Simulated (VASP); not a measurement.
# Settings for TlBr: self-consistent run

TlBr, molecule in box, 2 atoms in the cell. R2SCAN; PAW potentials Br, Tl_d (PBE set). VASP 6.6.1. The cell is changed on purpose: last atom moved by 0.04 Å along z.

Wanted: energy within 2 meV/atom; forces within 0.01 eV/Å.

What the run is for: forces; Accuracy asked: standard.

POSCAR:
```
TlBr
1.0
    9.0000000000      0.0000000000      0.0000000000
    0.0000000000      9.0000000000      0.0000000000
    0.0000000000      0.0000000000     12.0000000000
Br Tl
1 1
Direct
    0.5014444400      0.5023333300      0.3937420400
    0.5014444400      0.5023333300      0.6152579500
```

The series start from Plane-wave cutoff (eV): 310; Electronic threshold (eV): 1e-6; Projection operators (LREAL): Auto, ROPT -0.00025; Placing of the Fermi level (EFERMI): EFERMI=MIDGAP; Density mixing: defaults. Each series keeps the choices made before it, and each single choice may use up half of a tolerance.

## Plane-wave cutoff (eV)

| Plane-wave cutoff (eV) | Energy less reference (meV/atom) | Forces, largest deviation (eV/Å) | SCF iterations | Time (s) |
|---|---|---|---|---|
| 240 | -0.1 | 0.016 | 47 | 108 |
| 270 | -6.1 | 0.005 | 45 | 83 |
| 310 | -2.2 | 0.005 | 42 | 116 |
| 350 | 0.7 | 0.005 | 47 | 136 |
| 420 | 0.1 | 0.004 | 44 | 147 |
| 520 (reference) | 0.0 | 0.000 | 44 | 222 |

Chosen: 420, the loosest value from which every tighter one stays within half of the tolerance.

## Electronic threshold (eV)

| Electronic threshold (eV) | Energy less reference (meV/atom) | Forces, largest deviation (eV/Å) | SCF iterations | Time (s) |
|---|---|---|---|---|
| 0.001 | 2.8 | 0.023 | 26 | 77 |
| 0.0001 | 0.8 | 0.002 | 33 | 98 |
| 1e-5 | 0.8 | 0.002 | 33 | 123 |
| 1e-6 | 0.0 | 0.000 | 44 | 147 |
| 1e-7 (reference) | 0.0 | 0.000 | 53 | 181 |

Chosen: 0.0001.

## Projection operators (LREAL)

| Projection operators (LREAL) | Energy less reference (meV/atom) | Forces, largest deviation (eV/Å) | SCF iterations | Time (s) |
|---|---|---|---|---|
| Auto, ROPT -0.005 | -6.0 | 0.005 | 35 | 120 |
| Auto, ROPT -0.002 | -2.8 | 0.010 | 35 | 118 |
| Auto, ROPT -0.001 | -1.6 | 0.006 | 38 | 116 |
| Auto, ROPT -0.0005 | -0.8 | 0.005 | 34 | 100 |
| Auto, ROPT -0.00025 | -0.2 | 0.003 | 33 | 98 |
| Auto, ROPT -0.0001 | -0.8 | 0.000 | 34 | 104 |
| False (reference) | 0.0 | 0.000 | 34 | 107 |

Chosen: Auto, ROPT -0.00025.

## All choices together

| Input | Energy less reference (meV/atom) | Forces, largest deviation (eV/Å) | Time (s) |
|---|---|---|---|
| the program's defaults (naive) | 6.8 | 0.017 | 12 |
| chosen settings | 0.2 | 0.001 | 98 |
| reference settings throughout | 0.0 | 0.000 | 284 |

The tolerance is met.

Values of the reference run: Forces: 0, 0, 0.0454, 0, 0, -0.0454 eV/Å.

## The input

INCAR:
```
METAGGA = R2SCAN
ISMEAR = 0
SIGMA = 0.03
LWAVE = False
LCHARG = False
ISIF = 0
PREC = Accurate
LASPH = True
LREAL = Auto
ALGO = Normal
EDIFF = 1E-4
NELM = 120
GGA_COMPAT = False
ENCUT = 420
EFERMI = MIDGAP
NELMDL = -8
LMIXTAU = True
ROPT = -0.00025 -0.00025
```

KPOINTS:
```
k-points
0
Gamma
  1 1 1
```

Commands:
```
cat potpaw_PBE.64/Br/POTCAR potpaw_PBE.64/Tl_d/POTCAR > POTCAR
mpirun -np 1 vasp_gam > vasp.out
```

The chosen input took VASP 6.6.1 98 s on 1 core (Intel Xeon 6975P-C (Granite Rapids)), a shared host.

## An input that fails: cutoff far too low

It runs to its end, but against the unchanged starting input it is off by 2796.4 meV/atom in the energy, 0.141 eV/Å in the forces.

Changes against the starting input:
```
- NELM = 120
- ENCUT = 310
+ NELM = 100
+ ENCUT = 130
```
